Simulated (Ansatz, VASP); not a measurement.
# Sn (dimer Sn chain) in two plane-wave programs, part 2 of 2

Wanted: the spread between two codes on one cell, functional and k mesh. The structure shown is the start of the Ansatz relaxation below; VASP solves that cell, so the two are compared at the walk's first step. Other levels of theory on this material are compared in a session of their own.

VASP 6.6.1 and Ansatz 0.2.0.

So far: Set-up; Ansatz: relaxation, LDA; VASP: single point, LDA, start cell.

## Step 3: VASP: single point, LDA, start cell (continued)

Level of this step: LDA, zero-moment start; plane waves and PAW (Sn_d) (VASP).

Numbers of over 12 decimals in the logs are rounded to 6 here.

Parts of OUTCAR (step 3):

```text
ion  position               nearest neighbor table
   1  0.500  0.500  0.000-   2 2.38   2 2.91
   2  0.500  0.500  0.450-   1 2.38   1 2.91

  LATTYP: Found a simple tetragonal cell.
 ALAT       =     7.5000000000
 C/A-ratio  =     0.7042666667

 Subroutine GETGRP returns: Found 16 space group operations
 (whereof  8 operations were pure point group operations)

The static configuration has the point symmetry C_4v.
 The point group associated with its full space group is D_4h.

 Found      9 irreducible k-points:

   k-points           NKPTS =      9   k-points in BZ     NKDIM =      9   number of bands    NBANDS=     21

   dimension x,y,z NGX =    50 NGY =   50 NGZ =   36
   dimension x,y,z NGXF=   100 NGYF=  100 NGZF=   72

   ENCUT  =  400.0 eV  29.40 Ry    5.42 a.u.  12.23 12.23  8.61*2*pi/ulx,y,z

   NELECT =      28.0000    total number of electrons

 k-points in reciprocal lattice and weights: Automatic mesh
   0.00000000  0.00000000  0.00000000       0.062
   0.00000000  0.00000000  0.06250000       0.125
   0.00000000  0.00000000  0.12500000       0.125
   0.00000000  0.00000000  0.18750000       0.125
   0.00000000  0.00000000  0.25000000       0.125
   0.00000000  0.00000000  0.31250000       0.125
   0.00000000  0.00000000  0.37500000       0.125
   0.00000000  0.00000000  0.43750000       0.125
   0.00000000  0.00000000  0.50000000       0.062

 average (electrostatic) potential at core
       1-109.0264       2-109.0264

 E-fermi :  -2.5813

 spin component 1
 k-point     1 :       0.0000    0.0000    0.0000
  band No.  band energies     occupation
    ...
     11     -11.2181      1.00000
     12      -5.1634      1.00000
     13      -5.0389      1.00000
     14      -3.4296      1.00000
     15      -3.4296      1.00000
     16       0.8234      0.00000
     17       1.2055      0.00000
     18       1.2055      0.00000
     19       2.1275      0.00000
     20       3.3832      0.00000
    ...

 k-point     2 :       0.0000    0.0000    0.0625
  band No.  band energies     occupation
    ...
     11     -11.2008      1.00000
     12      -5.8290      1.00000
     13      -4.3205      1.00000
     14      -3.4063      1.00000
     15      -3.4063      1.00000
     16       0.8439      0.00000
     17       1.0822      0.00000
     18       1.0822      0.00000
     19       2.1480      0.00000
     20       3.4031      0.00000
    ...

 k-point     3 :       0.0000    0.0000    0.1250
  band No.  band energies     occupation
    ...
     11     -11.1493      1.00000
     12      -6.4967      1.00000
     13      -3.4943      1.00000
     14      -3.3368      1.00000
     15      -3.3368      1.00000
     16       0.7685      0.00000
     17       0.7685      0.00000
     18       0.9051      0.00000
     19       2.2094      0.00000
     20       3.4626      0.00000
    ...

 k-point     4 :       0.0000    0.0000    0.1875
  band No.  band energies     occupation
    ...
     11     -11.0651      1.00000
     12      -7.1058      1.00000
     13      -3.2226      1.00000
     14      -3.2226      1.00000
     15      -2.6227      0.69553
     16       0.3602      0.00000
     17       0.3602      0.00000
     18       1.0073      0.00000
     19       2.3118      0.00000
     20       3.5617      0.00000
    ...

 k-point     5 :       0.0000    0.0000    0.2500
  band No.  band energies     occupation
    ...
     10     -23.2214      1.00000
     11     -10.9513      1.00000
     12      -7.6507      1.00000
     13      -3.0665      0.99994
     14      -3.0665      0.99994
     15      -1.7130      0.00000
     16      -0.0774      0.00000
     17      -0.0774      0.00000
     18       1.1506      0.00000
     19       2.4549      0.00000
    ...

 k-point     6 :       0.0000    0.0000    0.3125
  band No.  band energies     occupation
    ...
     10     -23.2738      1.00000
     11     -10.8150      1.00000
     12      -8.1234      1.00000
     13      -2.8744      0.99716
     14      -2.8744      0.99716
     15      -0.7780      0.00000
     16      -0.5066      0.00000
     17      -0.5066      0.00000
     18       1.3358      0.00000
     19       2.6386      0.00000
    ...

  Total        0.3962418      0.3962418      6.2478496      0.0000000      0.0000000      0.0000000
  in kB        2.1367315      2.1367315     33.6914905      0.0000000      0.0000000      0.0000000
  external PRESSURE =      12.6549845 kB  Pullay stress =       0.0000000 kB

  energy-cutoff  :      400.00
  volume of cell :      297.11
      direct lattice vectors                 reciprocal lattice vectors
     7.500000000  0.000000000  0.000000000     0.133333333  0.000000000  0.000000000
     0.000000000  7.500000000  0.000000000     0.000000000  0.133333333  0.000000000
     0.000000000  0.000000000  5.282000000     0.000000000  0.000000000  0.189322226

 POSITION                                       TOTAL-FORCE (eV/Angst)
 -----------------------------------------------------------------------------------
      3.75000      3.75000      0.00000         0.000000      0.000000     -4.066747
      3.75000      3.75000      2.37690         0.000000      0.000000      4.066747
 -----------------------------------------------------------------------------------
    total drift:                               -0.000000     -0.000000     -0.000003

  FREE ENERGIE OF THE ION-ELECTRON SYSTEM (eV)
  ---------------------------------------------------
  free  energy   TOTEN  =        -5.1356435495 eV

  energy  without entropy=       -5.1085067906  energy(sigma->0) =       -5.12207517

 total charge
# of ion       s       p       d       tot
------------------------------------------
    1        1.288   1.094   9.958  12.340
    2        1.288   1.094   9.958  12.340
--------------------------------------------------
tot          2.577   2.187  19.915  24.679

 magnetization (x)
# of ion       s       p       d       tot
------------------------------------------
    1        0.000   0.000   0.000   0.000
    2        0.000   0.000   0.000   0.000
--------------------------------------------------
tot          0.000   0.000   0.000   0.000

[... 2 further parts left out ...]
```

## Step 4: Differences

Known differences besides the potentials themselves: the two LDA forms differ slightly; the cutoff is 420 eV in Ansatz and 400 eV in VASP; VASP's log shows a relativistic correction to its local exchange, Ansatz's none. Total energies have different zeros and are not compared.

Forces (eV/Å; atoms numbered as in POSCAR):

| atom | Ansatz x, y, z | VASP x, y, z |
| --- | --- | --- |
| Sn1 | 0.000, 0.000, -4.055 | 0.000, 0.000, -4.067 |
| Sn2 | 0.000, 0.000, 4.055 | 0.000, 0.000, 4.067 |

The forces differ by 6.7 meV/Å r.m.s., which is 0.3 % of the r.m.s. force of 2.348 eV/Å (both taken over all components). Moments aren't recorded for both runs of this pair, so they may hold unlike magnetic states.

## Step 5: Outcome

| Property | Result |
| --- | --- |
| r.m.s. force difference (single point, LDA, start cell) | 0.28 % of the r.m.s. force |

What this shows: The r.m.s. force difference is 0.28 % of the r.m.s. force (single point, LDA, start cell), within the 3 % picked in this series as the mark of a large difference. 9 further runs of this series are not shown here. Such differences can come from data sets, numerical settings and the points named under the comparisons, not from the functional's error against experiment.

[Lines on the potential files, build, host, timing and source positions are cut from VASP's logs without a mark.]

[Logs are printed without paths, hosts, clocks, repeated set-up lines and the standing remarks that a program may print on its own settings, such as how far it seeks lower states.]

[Hosts, paths, dates, database ids (printed as entryN), source tags and the programs' standing remarks are cut or masked in the printed files.]
